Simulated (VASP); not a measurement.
CdSe:

```xyz
2
Lattice="0.0000 3.0703 3.0703 3.0703 0.0000 3.0703 3.0703 3.0703 0.0000" Properties=species:S:1:pos:R:3 pbc="T T T"
Cd    0.0000    0.0000    0.0000
Se    1.5351    1.5351    1.5351
```

Measurements of this composition are mostly on another form, of space group No. 186.

* Program: VASP 6.6.1
* Task: relaxation of cell and atoms
* Functional: LDA
* Potentials or basis: VASP PAW LDA potentials, release 64 (Cd, Se)
* Cutoff: 600 eV
* k mesh: 10 × 10 × 10
* Occupations: gaussian, width 0.02 eV
* Spin: no spin polarisation

At the start: pressure -2.9 GPa; volume 28.94 Å³/atom.

**Question.** How do energy, volume and symmetry change on relaxing?

**Answer.** Over 3 steps the energy falls by 15.8 meV/atom and the volume is 27.31 Å³/atom (-5.6 %); space group F-43m (No. 216, to 0.05 Å).

The path:
```tsv
step	energy change (eV)	largest force (eV/Å)	pressure (GPa)	volume (Å³)
1	0.0000	0.0000	-2.93	57.88
2	-0.0277	0.0000	1.20	53.56
3	-0.0316	0.0000	0.00	54.62
```

Final structure:
```
CELL_PARAMETERS angstrom
0.00000 3.01137 3.01137
3.01137 0.00000 3.01137
3.01137 3.01137 0.00000
ATOMIC_POSITIONS crystal
Cd 0.00000 0.00000 0.00000
Se 0.25000 0.25000 0.25000
```
